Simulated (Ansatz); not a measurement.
# Si2W (P6_222) in Ansatz: a series of runs

The runs below take Si2W through single point, with LDA+U.

All numbers are computed with Ansatz 0.2.0; they aren't measurements. Logs are shortened: lines on timing, memory, paths and dates and some standing lists are left out, and cuts for length are marked.

### 1 The crystal as given

Symmetry: P6_222, No. 180, hexagonal system. Conventional cell: a = 4.617 Å, b = 4.617 Å, c = 6.653 Å, α = 90.00°, β = 90.00°, γ = 120.00°. W (site symmetry 222) has 10 Si at 2.59 to 2.69 Å as nearest neighbours. Around Si (site symmetry 2) lie 5 Si at 2.57 to 2.69 Å and 5 W at 2.59 to 2.69 Å.

Measurements of this composition are mostly on another form, of space group No. 139.

### 2 Single point, LDA+U

input.yaml reads:

```yaml
crystal:
  lattice:
    - [4.6168523821, 0.0, 0.0]
    - [-2.3084261911, 3.9983114484, 0.0]
    - [0.0, 0.0, 6.653222]
  atoms:
    - { symbol: W, position: [0.5, 0.0, 0.5] }
    - { symbol: W, position: [0.5, 0.5, 0.8333333333] }
    - { symbol: W, position: [0.0, 0.5, 0.1666666667] }
    - { symbol: Si, position: [0.327252, 0.163626, 0.1666666667] }
    - { symbol: Si, position: [0.836374, 0.163626, 0.8333333333] }
    - { symbol: Si, position: [0.163626, 0.327252, 0.5] }
    - { symbol: Si, position: [0.672748, 0.836374, 0.1666666667] }
    - { symbol: Si, position: [0.163626, 0.836374, 0.8333333333] }
    - { symbol: Si, position: [0.836374, 0.672748, 0.5] }
hamiltonian:
  xc: lda
  pseudopotentials: { kind: paw }
  hubbard: { sites: [{ species: W, l: d, u_eff: 3.0 }] }
kpoints:
  mp_grid: { grid: [5, 5, 3] }
scf:
  occupations: { method: fermi_dirac, width: 0.05 }
output:
  forces: true
  stress: true
  eigenvalues: true
```

Potentials or basis: Ansatz PAW.

Run with:

```console
ansatz run input.yaml --threads 4 --pin off --max-ram 11264MiB --backend cpu --events-out ev --progress --plain --runs-dir out
```

Output:

```text
Warning: RAYON_NUM_THREADS=4 ignored (pool sized by the plan → 4); use --threads N
W: projections on atomic orbitals take those of the free atom [Kr 4d10 4f14] 5s2 5p6 5d4 6s2, of charge +0.00 (hamiltonian.pseudopotentials.projection_atoms); the dataset's partial waves leave at most 6.5e-5 of an orbital's norm unspanned inside its sphere
Si: projections on atomic orbitals take those of the free atom [Ne] 3s2 3p2, of charge +0.00 (hamiltonian.pseudopotentials.projection_atoms); the dataset's partial waves leave at most 6.1e-8 of an orbital's norm unspanned inside its sphere
Engine: ansatz 0.2.0, aarch64-unknown-linux-gnu
Pseudopotentials: kind: paw
Pseudopotential: W, paw, valence charge 14, recommended cutoff 420 eV (normal), W.paw.azcp
Pseudopotential: Si, paw, valence charge 4, recommended cutoff 420 eV (normal), Si.paw.azcp
Functional definition: SPW92
  exchange = slater_x
  correlation = pw_c
Crystal: 9 atoms, lattice volume = 122.816 Å³
Basis set: ecut = 420 eV, 2405 PW (Γ)
Bands: 42, of which v1, the nominal top of the filled ones, is band 33 counted from 1 (32 counted from 0)
Symmetry: 12 space group operations
Space group: P6222 (ITA 180), of the structure as read, at distance tolerance 5.0e-5 Å
k-points: 10 of 75
Non-local potential: W, projectors of the file, l = 0: 3, l = 1: 2, l = 2: 2, l = 3: 1
Non-local potential: Si, projectors of the file, l = 0: 2, l = 1: 2, l = 2: 2
PAW form: soft (Blöchl's): semilocal exchange-correlation on the pseudo side does not see the compensation charge
PAW frozen core: W, regenerated for the run's functional, and the local potential with it (the file was generated under x = pbe(κ = 0.804, μ = 0.2195149727645171), c = pbe(β = 0.06672455060314922))
PAW frozen core: Si, regenerated for the run's functional, and the local potential with it (the file was generated under x = pbe(κ = 0.804, μ = 0.2195149727645171), c = pbe(β = 0.06672455060314922))
PAW one-centre angular grid: W, 590 points (default); XC on 64 Gauss nodes
PAW one-centre angular grid: Si, 110 points (default); XC on 64 Gauss nodes
Initial density: superposition of atomic densities (chi_scale 0.1, normalization cell, long waves of neutral atoms under a Hubbard term (reshape's long-wave potential 0.00 eV rms, cloud 2.73 Å wide))
Initial wavefunctions: pseudopotential atomic-orbital guess
Functional: x = slater, c = lda
SCF iter   1: F=—  HF=-34033.489415 eV  |F-HF|=—  |Δ(HF+E_count)|=         —  Δρ=4.95e-2  dr2=3.42e0  ethr=3.10e-3  ⟨swp⟩=7.4  Hψ=1955  notcnv=0
preconditioner: auto → Resta (q_TF=auto, 2.460 Å⁻¹)  ε∞=9.2  [insulator: Δε(μ)=0.285 eV  Ē_g=7.596 eV  σ=0.050 eV  W_gap=0.66  n_scr=34 (ndim 8)  ℏωp=21.7 eV  f_vac=0.000  D(μ)=0.90/eV (n_scr^D=2)  ε∞_Penn≈9.2]
SCF iter   2: F=—  HF=-34033.319336 eV  |F-HF|=—  |Δ(HF+E_count)|=   1.70e-1  Δρ=2.29e-2  dr2=5.07e-1  ethr=3.10e-3  ⟨swp⟩=3.1  Hψ=779  notcnv=0  defer=21
SCF iter   3: F=—  HF=-34033.627227 eV  |F-HF|=—  |Δ(HF+E_count)|=   3.08e-1  Δρ=1.25e-2  dr2=2.24e-1  ethr=7.68e-4  ⟨swp⟩=3.0  Hψ=674  notcnv=0  defer=21
SCF iter   4: F=—  HF=-34033.638248 eV  |F-HF|=—  |Δ(HF+E_count)|=   1.10e-2  Δρ=1.79e-3  dr2=3.80e-3  ethr=3.39e-4  ⟨swp⟩=2.5  Hψ=706  notcnv=0  defer=21
SCF iter   5: F=—  HF=-34033.637841 eV  |F-HF|=—  |Δ(HF+E_count)|=   4.06e-4  Δρ=1.87e-4  dr2=5.89e-5  ethr=5.75e-6  ⟨swp⟩=3.1  Hψ=735  notcnv=0  defer=18
SCF iter   6: F=—  HF=-34033.637834 eV  |F-HF|=—  |Δ(HF+E_count)|=   7.25e-6  Δρ=3.26e-5  dr2=7.97e-7  ethr=8.93e-8  ⟨swp⟩=2.0  Hψ=548  notcnv=0  defer=18
SCF iter   7: F=-34033.637834 eV  HF=-34033.637834 eV  |F-HF|=3.83e-9  |Δ(HF+E_count)|=   1.41e-7  Δρ=4.24e-6  dr2=1.48e-8  ethr=1.52e-10  ⟨swp⟩=12.7  Hψ=1976  notcnv=0
SCF 1 converged in 7 iterations: F = -34033.637834 eV  dr2 = 1.48e-8
SCF converged after 7 iterations
Free energy (F): -34033.637834 eV
Harris-Foulkes:  -34033.637834 eV  (|F-HF|=3.83e-9)
Internal energy: -34033.637633 eV  (E = F + TS)
E sigma→0 (E₀):  -34033.637733 eV
Entropy (-TS):   -0.000202 eV (-0.022 meV/atom)
Fermi energy:    16.593341 eV
--- Per-component energies (eV) ---
  E_band       = -266.878081
  E_kinetic    = 1625.692311
  E_local      = -2892.394463  (includes V_loc(G=0)·N_el)
  E_nonlocal   = 175.603630
  E_hartree    = 1127.453992
  E_xc         = -1137.305486
  E_vxc        = -1017.266065  (∫ρ·V_xc dr)
  E_hubbard    = 10.968852  (on-site DFT+U / exact-exchange correction)
  E_vhub       = -2.956357  (the Hubbard potential's part of the band-sum identity)
  E_paw        = -27846.969342  (= ΣΔE_a)
  E_vpaw       = -410.465831  (= ΣTr[D̂ρ^β])
  E_aug_tail   = -0.000159  (compensation charges beyond the density's cutoff)
  E_ewald      = -5098.042412
  E_core_change = 1.355443  (= ΣΔE_core)
  E_smearing   = -0.000202  (= −TS)
  E_closure    = 0.000000  (closes the sum)
  Σ components = -34033.637834   (vs F -34033.637834, Δ=0.00e0)
--- Forces (eV/Å), atoms counted from 1 ---
  atom   1  W      0.00000000     0.00000000    -0.00000000
  atom   2  W     -0.00000000     0.00000000     0.00000000
  atom   3  W     -0.00000000     0.00000000    -0.00000000
  atom   4  Si     0.04237477     0.02446509     0.00000000
  atom   5  Si    -0.04237477     0.02446509     0.00000000
  atom   6  Si    -0.00000000     0.04893017    -0.00000000
  atom   7  Si    -0.04237477    -0.02446509    -0.00000000
  atom   8  Si     0.04237477    -0.02446509    -0.00000000
  atom   9  Si     0.00000000    -0.04893017     0.00000000
  max |Σ_I F_I| component: 1.09e-16 eV/Å
--- Stress (GPa, compression-positive) ---
       -9.637114      -0.000000       0.000000
       -0.000000      -9.637114      -0.000000
        0.000000      -0.000000     -10.522783
  P = ⅓ Tr σ = -9.9323 GPa (-99.323 kbar)
--- Band table (eV; the first three rows and the last of 10) ---
  k-point 0: bands = ["-57.3187", "-57.3069", "-57.3069", "-21.7159", "-21.7043", "-21.7043", "-21.6943", "-21.6943", "-21.6227", "-21.5852", "-21.5852", "-21.5620", "2.2740", "5.4387", "5.4387", "9.2501", "9.7207", "9.7207", "10.4052", "10.4052", "11.1330", "11.5415", "11.5415", "11.8545", "12.7981", "12.7981", "13.3680", "13.3680", "13.4607", "13.4607", "13.8199", "14.2685", "15.6357", "18.9863", "19.0430", "19.0430", "19.1477", "19.3400", "19.3723", "19.3723", "19.5985", "19.5985"]
  k-point 1: bands = ["-57.3168", "-57.3122", "-57.3033", "-21.7428", "-21.7039", "-21.7037", "-21.6878", "-21.6425", "-21.6257", "-21.6187", "-21.5853", "-21.5579", "2.6886", "3.8428", "6.9237", "9.5707", "9.6880", "9.7525", "9.9404", "10.8327", "10.8768", "11.0096", "11.0377", "11.1933", "12.8655", "13.0180", "13.2096", "13.2509", "13.8965", "14.1446", "14.3245", "14.7356", "16.2978", "18.1609", "18.6737", "19.0283", "19.0984", "19.2344", "19.2613", "19.5366", "19.5785", "19.7029"]
  k-point 2: bands = ["-57.3177", "-57.3078", "-57.3068", "-21.7365", "-21.7171", "-21.7000", "-21.6896", "-21.6812", "-21.6207", "-21.5880", "-21.5875", "-21.5551", "2.6901", "5.7236", "5.7746", "7.7236", "8.6761", "9.5182", "9.9510", "10.9428", "11.6609", "11.6862", "12.0747", "12.2792", "12.7039", "13.1163", "13.3372", "13.4460", "13.5073", "13.7121", "13.9022", "13.9438", "15.5081", "17.7712", "18.0670", "18.4024", "18.4450", "18.7178", "18.7879", "19.3092", "19.6524", "19.7784"]
  k-point 9: bands = ["-57.3143", "-57.3104", "-57.3073", "-21.7454", "-21.7398", "-21.7171", "-21.6842", "-21.6516", "-21.6388", "-21.6011", "-21.5616", "-21.5522", "4.9482", "5.4797", "5.8394", "6.4330", "7.4185", "8.3762", "9.5266", "10.1238", "11.0879", "11.8963", "12.3595", "12.5920", "12.8988", "13.1949", "13.2294", "13.3836", "14.0544", "14.6507", "15.0677", "15.4274", "16.1276", "17.4666", "17.4944", "18.0951", "18.4515", "18.5593", "18.6526", "18.9242", "19.1585", "19.4642"]
Occupation matrices written to <dir>
```

It took 2.5 s on 4 threads of Arm Neoverse V1, shared host; peak memory 0.42 GiB.

Results:

- Free energy: -34033.6378 eV
- Pressure: -9.9 GPa
- Largest force: 0.049 eV/Å
- Band gap on the k mesh: 0.62 eV, indirect (least direct gap 1.09 eV)

Forces in eV/Å, atoms in the order of the input:
```
W    0.000  0.000  0.000
W    0.000  0.000  0.000
W    0.000  0.000  0.000
Si   0.042  0.024  0.000
Si  -0.042  0.024  0.000
Si   0.000  0.049  0.000
Si  -0.042 -0.024  0.000
Si   0.042 -0.024  0.000
Si   0.000 -0.049  0.000
```

Levels at points of the mesh, in eV from the valence-band top:
| k point | band 31 | band 32 | band 33 | band 34 | band 35 | band 36 |
| --- | --- | --- | --- | --- | --- | --- |
| (0.00, 0.00, 0.00) | -2.48 | -2.03 | -0.66 | 2.69 | 2.75 | 2.75 |

Eigenvalues of the final occupation matrices:
```csv
site,spin,trace,eigenvalues
site 1,1,2.77,0.47 0.51 0.57 0.58 0.64
site 2,1,2.77,0.47 0.51 0.57 0.58 0.64
site 3,1,2.77,0.47 0.51 0.57 0.58 0.64
```

Caveat: odd divisions of the mesh miss points on the zone boundary, where band edges often lie, so the gap on the mesh can be too wide; spin-orbit coupling is left out, which moves the levels of the heavy elements; the PAW data sets come from PBE, with cores solved anew for the run's functional, which leaves a small shift of forces and pressure; the U is typed as a test and isn't derived for this compound. A k mesh can miss the band edges.

### 3 Single point, LDA+U

input.yaml, as its differences from that of step 2:

```diff
@@ -18,3 +18,3 @@
   pseudopotentials: { kind: paw }
-  hubbard: { sites: [{ species: W, l: d, u_eff: 3.0 }] }
+  hubbard: { sites: [{ species: W, l: d, u_eff: 4.0 }] }
 kpoints:
```

Potentials or basis: Ansatz PAW.

Run with:

```console
ansatz run input.yaml --threads 4 --pin off --max-ram 11264MiB --backend cpu --events-out ev --progress --plain --runs-dir out
```

Output:

```text
Warning: RAYON_NUM_THREADS=4 ignored (pool sized by the plan → 4); use --threads N
W: projections on atomic orbitals take those of the free atom [Kr 4d10 4f14] 5s2 5p6 5d4 6s2, of charge +0.00 (hamiltonian.pseudopotentials.projection_atoms); the dataset's partial waves leave at most 6.5e-5 of an orbital's norm unspanned inside its sphere
[... 78 lines left out ...]
  k-point 1: bands = ["-57.2654", "-57.2609", "-57.2519", "-21.6937", "-21.6588", "-21.6580", "-21.6423", "-21.5930", "-21.5799", "-21.5730", "-21.5357", "-21.5124", "2.6825", "3.8327", "6.8694", "9.5631", "9.6570", "9.7093", "9.9134", "10.8296", "10.8561", "10.9765", "11.0369", "11.1601", "12.8180", "13.0120", "13.2343", "13.2831", "13.9221", "14.1421", "14.3251", "14.6726", "16.1937", "18.1655", "18.6669", "18.9822", "19.1024", "19.2290", "19.2329", "19.5348", "19.5547", "19.7608"]
  k-point 2: bands = ["-57.2663", "-57.2564", "-57.2554", "-21.6894", "-21.6692", "-21.6544", "-21.6431", "-21.6345", "-21.5745", "-21.5422", "-21.5404", "-21.5069", "2.6842", "5.7004", "5.7503", "7.7110", "8.6507", "9.5027", "9.9094", "10.9222", "11.6518", "11.6573", "12.0716", "12.2653", "12.6893", "13.1069", "13.3249", "13.4142", "13.4818", "13.7416", "13.8786", "13.9369", "15.3983", "17.7853", "18.0714", "18.3863", "18.4454", "18.7202", "18.7724", "19.3246", "19.6340", "19.7689"]
  k-point 9: bands = ["-57.2629", "-57.2590", "-57.2559", "-21.6983", "-21.6925", "-21.6702", "-21.6383", "-21.6058", "-21.5925", "-21.5542", "-21.5149", "-21.5039", "4.9352", "5.4678", "5.8241", "6.4167", "7.4033", "8.3732", "9.5031", "10.0903", "11.0443", "11.8949", "12.3645", "12.5775", "12.8868", "13.1585", "13.2185", "13.3513", "14.0407", "14.6276", "15.0276", "15.3857", "16.0645", "17.4834", "17.5272", "18.0835", "18.4421", "18.5549", "18.6314", "18.9212", "19.1214", "19.4578"]
Occupation matrices written to <dir>
```

occupation_matrices:

```text
# The occupation matrices of the corrected shells as a run of Ansatz 0.0.0 ended. An entry of
# hamiltonian.hubbard.sites starts from them by `starting_ns: <path of this file>`, where that key's refused
# combinations let it.
[... 41 lines left out ...]
  site2_d:
    matrix:
      - [0.6137071432568479, 2.3540739670091515e-17, -5.421010862427522e-19, -0.028679546979719688, -0.04967443250836753]
      - [2.3527187142935446e-17, 0.4917635847749053, -0.055944578886362346, 4.010870411838563e-17, -5.421010862427522e-19]
      - [-4.336808689942018e-19, -0.05594457888636235, 0.5563628201325227, -7.589415207398531e-19, 4.016969049058794e-17]
      - [-0.028679546979719684, 4.01425854362758e-17, -7.589415207398531e-19, 0.561341229627945, -0.0114156420402808]
      - [-0.049674432508367526, -5.421010862427522e-19, 4.016969049058794e-17, -0.011415642040280796, 0.5481595816173264]
```

Run time: 2.8 s. Hardware: 4 threads of Arm Neoverse V1, shared host; peak memory 0.42 GiB.

Results:

```
Free energy            : -34029.9875 eV
Pressure               : -10.1 GPa
Largest force          : 0.039 eV/Å
Band gap on the k mesh : 0.72 eV, indirect (least direct gap 1.18 eV)
```

Forces on the atoms (eV/Å):
```
W    0.000  0.000  0.000
W    0.000  0.000  0.000
W    0.000  0.000  0.000
Si   0.034  0.020  0.000
Si  -0.034  0.020  0.000
Si   0.000  0.039  0.000
Si  -0.034 -0.020  0.000
Si   0.034 -0.020  0.000
Si   0.000 -0.039  0.000
```

Stress tensor (GPa, compression positive):
```
 -9.78   0.00   0.00
  0.00  -9.78   0.00
  0.00   0.00 -10.75
```

Levels at points of the mesh, in eV from the valence-band top:
| k point | band 30 | band 31 | band 32 | band 33 | band 34 | band 35 | band 36 | band 37 |
| --- | --- | --- | --- | --- | --- | --- | --- | --- |
| (0.00, 0.00, 0.00) | -2.69 | -2.37 | -1.94 | -0.66 | 2.77 | 2.85 | 2.85 | 3.02 |

Eigenvalues of the final occupation matrices:
```csv
site,spin,trace,eigenvalues
site 1,1,2.77,0.46 0.51 0.57 0.59 0.65
site 2,1,2.77,0.46 0.51 0.57 0.59 0.65
site 3,1,2.77,0.46 0.51 0.57 0.59 0.65
```

Caveat: odd divisions of the mesh miss points on the zone boundary, where band edges often lie, so the gap on the mesh can be too wide; spin-orbit coupling is left out, which moves the levels of the heavy elements; the PAW data sets come from PBE, with cores solved anew for the run's functional, which leaves a small shift of forces and pressure; the U is typed as a test and isn't derived for this compound.

### 4 Single point, LDA+U

input.yaml, as its differences from that of step 3:

```diff
@@ -18,3 +18,3 @@
   pseudopotentials: { kind: paw }
-  hubbard: { sites: [{ species: W, l: d, u_eff: 4.0 }] }
+  hubbard: { sites: [{ species: W, l: d, u_eff: 5.0 }] }
 kpoints:
```

Run with:

```console
ansatz run input.yaml --threads 4 --pin off --max-ram 11264MiB --backend cpu --events-out ev --progress --plain --runs-dir out
```

Wall time 2.7 s (4 threads of Arm Neoverse V1, shared host); peak memory 0.42 GiB.

The run converged. Its results:

* Free energy: -34026.3510 eV
* Pressure: -10.2 GPa
* Largest force: 0.028 eV/Å
* Band gap on the k mesh: 0.83 eV, indirect (least direct gap 1.29 eV)

Forces in eV/Å, atoms in the order of the input:
```
W    0.000  0.000  0.000
W    0.000  0.000  0.000
W    0.000  0.000  0.000
Si   0.024  0.014  0.000
Si  -0.024  0.014  0.000
Si   0.000  0.028  0.000
Si  -0.024 -0.014  0.000
Si   0.024 -0.014  0.000
Si   0.000 -0.028  0.000
```

Stress tensor (GPa, compression positive):
```
 -9.87   0.00   0.00
  0.00  -9.87   0.00
  0.00   0.00 -10.95
```

Levels at points of the mesh, in eV from the valence-band top:
```
           k point  band 31  band 32  band 33  band 34  band 35  band 36
(0.00, 0.00, 0.00)    -2.24    -1.83    -0.67     2.86     2.97     2.97
```

Eigenvalues of the final occupation matrices:
| site | spin | trace | eigenvalues |
| --- | --- | --- | --- |
| site 1 | 1 | 2.78 | 0.45 0.51 0.57 0.59 0.65 |
| site 2 | 1 | 2.78 | 0.45 0.51 0.57 0.59 0.65 |
| site 3 | 1 | 2.78 | 0.45 0.51 0.57 0.59 0.65 |

Caveat: odd divisions of the mesh miss points on the zone boundary, where band edges often lie, so the gap on the mesh can be too wide; spin-orbit coupling is left out, which moves the levels of the heavy elements; the PAW data sets come from PBE, with cores solved anew for the run's functional, which leaves a small shift of forces and pressure; the U is typed as a test and isn't derived for this compound.

### 5 Single point, LDA+U

input.yaml, as its differences from that of step 4:

```diff
@@ -18,3 +18,3 @@
   pseudopotentials: { kind: paw }
-  hubbard: { sites: [{ species: W, l: d, u_eff: 5.0 }] }
+  hubbard: { sites: [{ species: W, l: d, u_eff: 6.0 }] }
 kpoints:
```

Run with:

```console
ansatz run input.yaml --threads 4 --pin off --max-ram 11264MiB --backend cpu --events-out ev --progress --plain --runs-dir out
```

Run time: 2.8 s. Hardware: 4 threads of Arm Neoverse V1, shared host; peak memory 0.42 GiB.

The run converged. Its results:

* Free energy: -34022.7321 eV
* Pressure: -10.3 GPa
* Largest force: 0.014 eV/Å
* Band gap on the k mesh: 0.95 eV, indirect (least direct gap 1.42 eV)

Forces in eV/Å, atoms in the order of the input:
```
W    0.000  0.000  0.000
W    0.000  0.000  0.000
W    0.000  0.000  0.000
Si   0.012  0.007  0.000
Si  -0.012  0.007  0.000
Si   0.000  0.014  0.000
Si  -0.012 -0.007  0.000
Si   0.012 -0.007  0.000
Si   0.000 -0.014  0.000
```

Stress tensor (GPa, compression positive):
```
 -9.91   0.00   0.00
  0.00  -9.91   0.00
  0.00   0.00 -11.07
```

Levels at points of the mesh, in eV from the valence-band top:
```csv
k point,band 30,band 31,band 32,band 33,band 34,band 35,band 36,band 37
"(0.00, 0.00, 0.00)",-2.28,-2.11,-1.72,-0.69,2.96,3.10,3.10,3.30
```

Eigenvalues of the final occupation matrices:
| site | spin | trace | eigenvalues |
| --- | --- | --- | --- |
| site 1 | 1 | 2.78 | 0.44 0.50 0.57 0.60 0.67 |
| site 2 | 1 | 2.78 | 0.44 0.50 0.57 0.60 0.67 |
| site 3 | 1 | 2.78 | 0.44 0.50 0.57 0.60 0.67 |

Caveat: odd divisions of the mesh miss points on the zone boundary, where band edges often lie, so the gap on the mesh can be too wide; spin-orbit coupling is left out, which moves the levels of the heavy elements; the PAW data sets come from PBE, with cores solved anew for the run's functional, which leaves a small shift of forces and pressure; the U is typed as a test and isn't derived for this compound. A k mesh can miss the band edges.

### 6 Summary

| U | gap on the mesh (eV) | pressure (GPa) | largest force (eV/Å) |
| --- | --- | --- | --- |
| W d U = 3 eV | 0.62 | -9.9 | 0.05 |
| W d U = 4 eV | 0.72 | -10.1 | 0.04 |
| W d U = 5 eV | 0.83 | -10.2 | 0.03 |
| W d U = 6 eV | 0.95 | -10.3 | 0.01 |

Alike in all rows: task single point; level LDA+U; potentials or basis Ansatz PAW; no spin polarisation; cell as given; k mesh 5 × 5 × 3; cutoff (eV) 420; smearing fermi-dirac 0.05 eV.

On the cell as given the gap runs from 0.62 eV (LDA+U) to 0.95 eV (LDA+U).

Caveats: odd divisions of the mesh miss points on the zone boundary, where band edges often lie, so the gap on the mesh can be too wide; spin-orbit coupling is left out, which moves the levels of the heavy elements; the PAW data sets come from PBE, with cores solved anew for the run's functional, which leaves a small shift of forces and pressure; the U is typed as a test and isn't derived for this compound.

Absolute energies hang on the potentials; compare differences alone.
